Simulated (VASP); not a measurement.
# Sn (I4_1/amd) in VASP: further runs

The runs below take Sn through band structure, core levels, electric field gradients, equation of state, with PBE+D2, revPBE+D2, r2SCAN+D3(BJ), PBEsol.

All numbers are computed with VASP 6.6.1; they aren't measurements. Logs are shortened: lines on timing, memory, paths and dates and some standing lists are left out, and cuts for length are marked.

## Step 1: Starting point

The structure is tetragonal, space group I4_1/amd (No. 141). Conventional cell: a = 5.880 Å, b = 5.880 Å, c = 3.199 Å, α = 90.00°, β = 90.00°, γ = 90.00°. Sn (site symmetry -4m2) has 6 Sn at 3.05 to 3.20 Å as nearest neighbours.

## Step 2: Band structure, PBE+D2

The input, run.py:

```python
from ase.calculators.vasp import Vasp
from ase.dft.bandgap import bandgap
from ase.io import read

atoms = read('POSCAR')
calc = Vasp(
    directory='calc',
    xc='pbe',
    pp='PBE',
    setups='gw',
    prec='Accurate',
    encut=600,
    ediff=1e-06,
    ismear=1,
    sigma=0.1,
    lreal=False,
    lasph=True,
    nelm=100,
    algo='Normal',
    isif=2,
    lwave=False,
    lcharg=True,
    ivdw=1,
    kpts=[9, 9, 9],
    gamma=True,
    nbands=21,
)
atoms.calc = calc

print('energy (eV):', atoms.get_potential_energy())
print('free energy (eV):', atoms.get_potential_energy(force_consistent=True))
efermi = calc.get_fermi_level()
print('Fermi level (eV):', efermi)
path = atoms.cell.bandpath(npoints=40, eps=1e-4)
print('path:', path.path)
calc.set(kpts=path.kpts, reciprocal=True, icharg=11, isym=0, lcharg=False)
calc.calculate(atoms)
print('gap on the path (eV):', bandgap(calc, efermi=efermi)[0])
print('direct gap on the path (eV):', bandgap(calc, efermi=efermi, direct=True)[0])
```

The input, POSCAR:

```
Sn
1.0
   -2.9401404553      2.9401404553      1.5993019889
    2.9401404553     -2.9401404553      1.5993019889
    2.9401404553      2.9401404553     -1.5993019889
Sn
2
Direct
    0.0000000000      0.0000000000      0.0000000000
    0.7500000000      0.2500000000      0.5000000000
```

Potentials or basis: VASP PAW PBE potentials, release 64 (Sn_d_GW).

Started as:

```console
$ python run.py
```

Log:

```text
energy (eV): -8.66872856
free energy (eV): -8.66891577
Fermi level (eV): 5.43018803
path: GXMGZPNZ1M,XP
gap on the path (eV): 0.0
direct gap on the path (eV): 0.0
```

OUTCAR:

```text
ENCUT = 600.000000
   EDIFF = 1.00e-06
   GGA = PE
   PREC = Accurate
   ICHARG = 11
   ISIF = 2
   ISMEAR = 1
   ISYM = 0
   NELM = 100
   IVDW = 1
   LASPH = .TRUE.
   LREAL = .FALSE.
  IVDW =   1

 ion  position               nearest neighbor table
   1  0.000  0.000  0.000-   2 3.05   2 3.05   2 3.05   2 3.05
   2  0.750  0.250  0.500-   1 3.05   1 3.05   1 3.05   1 3.05

IMPORTANT INFORMATION: All symmetrisations will be switched off!
NOSYMM: (Re-)initialisation of all symmetry stuff for point group C_1.

----------------------------------------------------------------------------------------

                                     Primitive cell

  volume of cell :      55.3002

  direct lattice vectors                    reciprocal lattice vectors
    -2.940140455  2.940140455  1.599301989     0.000000000  0.170059903  0.312636390
     2.940140455 -2.940140455  1.599301989     0.170059903  0.000000000  0.312636390
     2.940140455  2.940140455 -1.599301989     0.170059903  0.170059903  0.000000000

  length of vectors
     4.454954393  4.454954393  4.454954393     0.355895888  0.355895888  0.240501021

  position of ions in fractional coordinates (direct lattice)
     0.000000000  0.000000000  0.000000000
     0.750000000  0.250000000  0.500000000

  ion indices of the primitive-cell ions
   primitive index   ion index
                 1           1
                 2           2

----------------------------------------------------------------------------------------

 KPOINTS: KPOINTS created by Atomic Simulation Env

Read explicit list of k-points.

 Found     40 k-points:

 Following reciprocal coordinates:
            Coordinates               Weight
  0.000000  0.000000  0.000000      0.025000
  0.000000  0.000000  0.166667      0.025000
  0.000000  0.000000  0.333333      0.025000
  0.000000  0.000000  0.500000      0.025000
 -0.166667  0.166667  0.500000      0.025000
 -0.333333  0.333333  0.500000      0.025000
[... 32 lines left out ...]
  0.214286  0.214286  0.285714      0.025000
  0.250000  0.250000  0.250000      0.025000
   k-points           NKPTS =     40   k-points in BZ     NKDIM =     40   number of bands    NBANDS=     21
   number of dos      NEDOS =    301   number of ions     NIONS =      2
   total plane-waves  NPLWV =  46656
   dimension x,y,z NGX =    36 NGY =   36 NGZ =   36
   dimension x,y,z NGXF=    72 NGYF=   72 NGZF=   72
   ions per type =               2
   NGX,Y,Z   is equivalent  to a cutoff of  13.43, 13.43, 13.43 a.u.
   NGXF,Y,Z  is equivalent  to a cutoff of  26.87, 26.87, 26.87 a.u.
 SYSTEM =  unknown system
   PREC   = accura    normal or accurate (medium, high low for compatibility)
   ISTART =      0    job   : 0-new  1-cont  2-samecut
   ICHARG =     11    charge: 1-file 2-atom 10-const
   ISPIN  =      1    spin polarized calculation?
   LNONCOLLINEAR =      F non collinear calculations
   LSORBIT =      F    spin-orbit coupling
   LASPH  =      T    aspherical Exc in radial PAW
   ENCUT  =  600.0 eV  44.10 Ry    6.64 a.u.   8.90  8.90  8.90*2*pi/ulx,y,z
   NELM   =    100;   NELMIN=  2; NELMDL=  0     # of ELM steps
   EDIFF  = 0.1E-05   stopping-criterion for ELM
   LREAL  =      F    real-space projection
   EDIFFG = 0.1E-04   stopping-criterion for IOM
   NSW    =      0    number of steps for IOM
   IBRION =     -1    ionic relax: 0-MD 1-quasi-New 2-CG
   NFREE  =      0    steps in history (QN), initial steepest desc. (CG)
   ISIF   =      2    stress and relaxation
   ISYM   =      0    0-nonsym 1-usesym 2-fastsym
   POTIM  = 0.5000    time-step for ionic-motion
   TEBEG  =    0.0;   TEEND  =   0.0 temperature during run
   PSTRESS=    0.0 pullay stress
   NELECT =      28.0000    total number of electrons
   NUPDOWN=      -1.0000    fix difference up-down
   EMIN   =  10.00;   EMAX   =-10.00  energy-range for DOS
   EFERMI =   0.00;   METHOD = LEGACY
   ISMEAR =     1;   SIGMA  =   0.10  broadening in eV -4-tet -1-fermi 0-gaus
   EFERMI_NEDOS =   21; number of points for ismear=-14 and -15
   IALGO  =     38    algorithm
   IMIX   =      4    mixing-type and parameters
     AMIX     =   0.40;   BMIX     =  1.00
     AMIX_MAG =   1.60;   BMIX_MAG =  1.00
  volume/ion in A,a.u.               =      27.65       186.59
  Fermi-wavevector in a.u.,A,eV,Ry     =   1.304824  2.465760 23.164816  1.702566
  Thomas-Fermi vector in A             =   2.435734
   LORBIT       =      0    0 simple, 1 ext, 2 COOP (PROOUT), +10 PAW based schemes
   GGA     = PE    functional components
   LHFCALC =     F    Hartree Fock is set to
   AEXX    =    0.0000 exact exchange contribution
   IVDW    =     1    specifies the selected vdW correction
   LEPSILON=     F    determine dielectric tensor
   LRPA    =     F    only Hartree local field effects (RPA)
 non-spin polarized calculation
 Methfessel and Paxton  Order N= 1 SIGMA  =   0.10
  energy-cutoff  :      600.00
  volume of cell :       55.30
 maximum number of plane-waves:      1874

 number of electron      27.9999989 magnetization

 Free energy of the ion-electron system (eV)
  ---------------------------------------------------
  ext. energy  EPLUGINS =         0.00000000
  ---------------------------------------------------
  free energy    TOTEN  =        -9.26918686 eV

  energy without entropy =       -9.26779427  energy(sigma->0) =       -9.26872267

 E-fermi :   5.3692     XC(G=0): -10.2821

 val. band max:        5.3644329677   @ k =   0.2314   0.2314  -0.2314
 cond. band min:       5.3740347497   @ k =   0.2870   0.2870  -0.0370
 fundamental gap:      0.0096017820
 Fermi energy:         5.3692110625

 k-point     1 :       0.0000    0.0000    0.0000
  band No.  band energies     occupation
      1     -16.2227      2.00000
      2     -16.1434      2.00000
      3     -16.1012      2.00000
      4     -16.0909      2.00000
      5     -15.9492      2.00000
      6     -15.9492      2.00000
[... 13 lines left out ...]
     20      15.1536      0.00000
     21      15.8335      0.00000

 k-point     2 :       0.0000    0.0000    0.1667
  band No.  band energies     occupation
      1     -16.2011      2.00000
      2     -16.1467      2.00000
      3     -16.1036      2.00000
      4     -16.0834      2.00000
      5     -15.9600      2.00000
      6     -15.9384      2.00000
[... 13 lines left out ...]
     20      15.5064      0.00000
     21      15.6746      0.00000

 k-point     3 :       0.0000    0.0000    0.3333
  band No.  band energies     occupation
      1     -16.1505      2.00000
      2     -16.1422      2.00000
      3     -16.1276      2.00000
      4     -16.0364      2.00000
      5     -15.9971      2.00000
      6     -15.9332      2.00000
[... 13 lines left out ...]
     20      15.0559      0.00000
     21      15.1408      0.00000

 k-point     4 :       0.0000    0.0000    0.5000
  band No.  band energies     occupation
      1     -16.1452      2.00000
      2     -16.1452      2.00000
      3     -16.0644      2.00000
      4     -16.0644      2.00000
      5     -15.9768      2.00000
      6     -15.9768      2.00000
[... 13 lines left out ...]
     20      14.8741      0.00000
     21      16.1112      0.00000

 k-point     5 :      -0.1667    0.1667    0.5000
  band No.  band energies     occupation
      1     -16.1494      2.00000
      2     -16.1494      2.00000
      3     -16.0469      2.00000
      4     -16.0469      2.00000
      5     -15.9734      2.00000
      6     -15.9734      2.00000
[... 13 lines left out ...]
     20      15.5464      0.00000
     21      16.3218      0.00000

 k-point     6 :      -0.3333    0.3333    0.5000
  band No.  band energies     occupation
      1     -16.1542      2.00000
      2     -16.1542      2.00000
      3     -16.0070      2.00000
      4     -16.0070      2.00000
      5     -15.9657      2.00000
      6     -15.9657      2.00000
[... 13 lines left out ...]
     20      16.8129      0.00000
     21      17.2670      0.00000

 k-point     7 :      -0.5000    0.5000    0.5000
  band No.  band energies     occupation
      1     -16.1555      2.00000
      2     -16.1555      2.00000
      3     -15.9702      2.00000
      4     -15.9702      2.00000
      5     -15.9607      2.00000
      6     -15.9607      2.00000
[... 13 lines left out ...]
     20      18.1672      0.00000
     21      18.4475      0.00000
[... 675 lines left out ...]
      1     -16.0942      2.00000
      2     -16.0942      2.00000
      3     -16.0775      2.00000
      4     -16.0775      2.00000
      5     -15.9707      2.00000
      6     -15.9707      2.00000
[... 13 lines left out ...]
     20      15.7162      0.00000
     21      16.6042      0.00000

 k-point    37 :       0.1429    0.1429    0.3571
  band No.  band energies     occupation
      1     -16.1044      2.00000
      2     -16.1044      2.00000
      3     -16.0622      2.00000
      4     -16.0622      2.00000
      5     -15.9677      2.00000
      6     -15.9677      2.00000
[... 13 lines left out ...]
     20      14.5784      0.00000
     21      15.2127      0.00000

 k-point    38 :       0.1786    0.1786    0.3214
  band No.  band energies     occupation
      1     -16.1169      2.00000
      2     -16.1169      2.00000
      3     -16.0578      2.00000
      4     -16.0578      2.00000
      5     -15.9658      2.00000
      6     -15.9658      2.00000
[... 13 lines left out ...]
     20      13.4540      0.00000
     21      14.0055      0.00000

 k-point    39 :       0.2143    0.2143    0.2857
  band No.  band energies     occupation
      1     -16.1258      2.00000
      2     -16.1258      2.00000
      3     -16.0598      2.00000
      4     -16.0598      2.00000
      5     -15.9648      2.00000
      6     -15.9648      2.00000
[... 13 lines left out ...]
     20      12.5472      0.00000
     21      13.1062      0.00000

 k-point    40 :       0.2500    0.2500    0.2500
  band No.  band energies     occupation
      1     -16.1290      2.00000
      2     -16.1290      2.00000
      3     -16.0613      2.00000
      4     -16.0613      2.00000
      5     -15.9644      2.00000
      6     -15.9644      2.00000
[... 13 lines left out ...]
     20      12.1491      0.00000
     21      12.7482      0.00000

------------------------ aborting loop because EDIFF is reached ----------------------------------------

  DFT-D2 method for vdW energy calculation

  Number of pair interactions contributing to vdW energy:   28336

  Edisp (eV):   -1.07277

  FORCE on cell =-STRESS in cart. coord.  units (eV):
  Direction    XX          YY          ZZ          XY          YZ          ZX
  --------------------------------------------------------------------------------------
  -------------------------------------------------------------------------------------
  Total      -2.18870    -1.68685    -5.27177     0.52676    -0.23146    -0.79417
  in kB     -63.41177   -48.87194  -152.73552    15.26147    -6.70594   -23.00889
  external pressure =      -88.34 kB  Pullay stress =        0.00 kB

 VOLUME and BASIS-vectors are now :
 -----------------------------------------------------------------------------
  energy-cutoff  :      600.00
  volume of cell :       55.30
      direct lattice vectors                 reciprocal lattice vectors
    -2.940140455  2.940140455  1.599301989     0.000000000  0.170059903  0.312636390
     2.940140455 -2.940140455  1.599301989     0.170059903  0.000000000  0.312636390
     2.940140455  2.940140455 -1.599301989     0.170059903  0.170059903  0.000000000

 POSITION                                       TOTAL-FORCE (eV/Angst)
 -----------------------------------------------------------------------------------
      0.00000      0.00000      0.00000        -0.031115      0.006568      0.133818
      0.00000      2.94014      0.79965         0.031115     -0.006568     -0.133818
 -----------------------------------------------------------------------------------
    total drift:                               -0.000009      0.000105     -0.000077

  FREE ENERGIE OF THE ION-ELECTRON SYSTEM (eV)
  ---------------------------------------------------
  free  energy   TOTEN  =       -10.3419546737 eV

  energy  without entropy=      -10.3405620864  energy(sigma->0) =      -10.34149048
```

INCAR:

```text
ENCUT = 600.000000
SIGMA = 0.100000
EDIFF = 1.00e-06
ALGO = Normal
GGA = PE
PREC = Accurate
ICHARG = 11
ISIF = 2
ISMEAR = 1
ISYM = 0
NBANDS = 21
NELM = 100
IVDW = 1
LASPH = .TRUE.
LCHARG = .FALSE.
LWAVE = .FALSE.
LREAL = .FALSE.
```

Run time: 96 s. Hardware: 1 thread of AMD EPYC 9R45 (Zen 5), shared host; peak memory 0.19 GiB.

Results:

```yaml
Band_gap_along_the_path: none (metal or under the smearing width)
Dispersion_energy_per_atom: -0.536 eV
```

Levels at the corners of the path, in eV from the Fermi level:
```csv
point,band 12,band 13,band 14,band 15,band 16,band 17
Γ,-3.72,-1.95,-1.95,2.98,6.10,6.10
X,-8.81,0.57,0.57,1.52,1.52,5.94
M,-7.52,-4.72,-4.72,4.99,4.99,9.16
Γ,-3.72,-1.95,-1.95,2.98,6.10,6.10
Z,-5.56,-2.99,-2.86,-2.86,2.96,5.49
P,-5.96,-3.47,-3.47,3.51,3.51,3.86
N,-5.35,-2.34,-1.68,-1.12,2.25,2.79
Z1,-5.56,-2.99,-2.86,-2.86,2.96,5.49
M,-7.52,-4.72,-4.72,4.99,4.99,9.16
X,-8.81,0.57,0.57,1.52,1.52,5.94
P,-5.96,-3.47,-3.47,3.51,3.51,3.86
```

Caveat: the log is that of the step along the path at fixed density, whose energy, stress, charges and moments have no meaning; atom-pairwise D2, TS and ULG terms overbind metals; spin-orbit coupling is left out, which moves the levels of the heavy elements; pairwise dispersion overbinds metals, which lowers pressure and volume.

(Part 1 of 4 ends here.)
